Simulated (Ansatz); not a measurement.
## Relaxing Fe

All numbers below come from Ansatz, DFT r2SCAN, scalar-relativistic, plane waves, PAW. Cutoff 500 eV, Γ-centred k mesh, Gaussian smearing, collinear spin, first started from parallel moments.

Fe was placed on the grey arsenic (A7) structure type (R-3m, No. 166), at a guessed volume.

```yaml
crystal:
  lattice:
    - [1.56303, 0.90242, 2.89845]
    - [-1.56303, 0.90242, 2.89845]
    - [0.00000, -1.80483, 2.89845]
  atoms:
    - { symbol: Fe, position: [0.22754, 0.22754, 0.22754] }
    - { symbol: Fe, position: [0.77246, 0.77246, 0.77246] }
```

Cell and atoms relax at zero pressure; the relaxation can't lower the symmetry of the start. After a coarse first stage the cell is made exact in the group found at 0.06 Å.

Energies count from the standard state of Fe at the same level.

Problem. What does it relax into?

Solution. It ends in Fm-3m (No. 225). The result has the fcc structure. Conventional cell: a = 3.648 Å. Fe has 12 Fe at 2.58 Å.

Space group Fm-3m (No. 225). a = 3.648 Å, b = 3.648 Å, c = 3.648 Å, α = 90.00°, β = 90.00°, γ = 90.00°
```
atom site symmetry x y z
  Fe    4b m-3m  0.5000  0.0000  0.0000
```

Problem. What are its volume, energy, gap and moment?

Solution. The volume per atom is 12.14 Å³. The density is 7.64 g/cm³. The energy over the standard structure is 0.10 eV/atom, the gap on the 26×26×26 mesh is 0 eV (a metal) and the net moment per atom is 2.81 μB. The largest site moment is 2.93 μB.

The final run used a 26×26×26 mesh on its 1-atom cell and 0.10 eV smearing. For metals, differences of a few meV/atom aren't resolved. The magnetic state reached may not be the lowest. A structure relaxed within its symmetry needn't be a true minimum.